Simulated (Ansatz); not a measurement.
Runs of Ansatz 0.2.0 on Zn. Symmetry: P6_3/mmc, No. 194, hexagonal system. The conventional cell has a = 2.670 Å, b = 2.670 Å, c = 4.966 Å, α = 90.00°, β = 90.00°, γ = 120.00°. Zn (site symmetry -6m2) has 12 Zn at 2.67 to 2.92 Å as nearest neighbours. 

| task | level | potentials or basis | spin | cell | k mesh | cutoff (eV) | smearing | atoms under strain | other keys | mesh quality | gap on the mesh (eV) | pressure (GPa) | V0 of scaled cells (Å³/atom) | B0 (GPa) |
| --- | --- | --- | --- | --- | --- | --- | --- | --- | --- | --- | --- | --- | --- | --- |
| elastic constants | RPBE+D3(BJ)-ATM | Ansatz PAW | SOC, no magnetisation | as given | 7 × 7 × 4 | 420 | methfessel-paxton 0.01 eV | relaxed | hamiltonian.pseudopotentials = kind paw_fr; … | coarse | none | -20.7 | - | - |
| single point | PBE | Ansatz PAW | off | atoms moved at random, drawn with an rms of 0.05 Å | 11 × 11 × 6 | 420 | fermi-dirac 0.05 eV | - | - | not flagged | none | -0.6 | - | - |
| ladder of functionals | revPBE | Ansatz PAW | off | as given | 11 × 11 × 6 | 420 | tetrahedron | - | - | not flagged | none | 1.4 | - | - |
| equation of state | RPBE | Ansatz PAW | off | as given | 11 × 11 × 6 | 420 | gaussian 0.1 eV | - | - | not flagged | - | - | (c) | 64 |
| electron localisation function | PBE0+D3(BJ) | Ansatz PAW polarizable | off | as given | 7 × 7 × 4 | 420 | fermi-dirac 0.05 eV | - | - | coarse | none | -6.0 | - | - |
| single point | PBE | Ansatz PAW | off | as given | 11 × 11 × 6 | 420 | fermi-dirac 0.05 eV | - | - | not flagged | none | -0.7 | - | - |
| equation of state | PBE | Ansatz PAW | off | as given | 11 × 11 × 6 | 420 | fermi-dirac 0.05 eV | - | - | not flagged | - | - | 15.19 | (b) |
| projected density of states | r2SCANh+D3(BJ) | Ansatz PAW earlier set | off | volume scaled by 1.08 | 7 × 7 × 4 | 800 | gaussian 0.02 eV | - | - | coarse | none | (a) | - | - |

**Question.** Estimate the missing entries.

**Answer.** (a) -10.7; (b) 74; (c) 15.87.

Caveats: some runs use coarse meshes; the PAW data sets come from PBE, with cores solved anew for the run's functional, which leaves a small shift of forces and pressure (some runs); pairwise dispersion overbinds metals, which lowers pressure and volume (some runs); the cell was scaled at fixed shape and fractional positions, which overstates the stiffness of a crystal with free parameters, most of all of layers and chains (some runs); the thresholds are loose for stress (some runs); the cell is more than 3 GPa from zero pressure, which shifts response properties (some runs); elastic constants of metals need much finer meshes, so these are rough (some runs); so large a pressure means that the cell lies far from this level's equilibrium, or that cutoff or potentials fall short (some runs).

A gap of «none» marks a metal or a gap under the smearing width.

The runs don't all hold the same shells in valence.
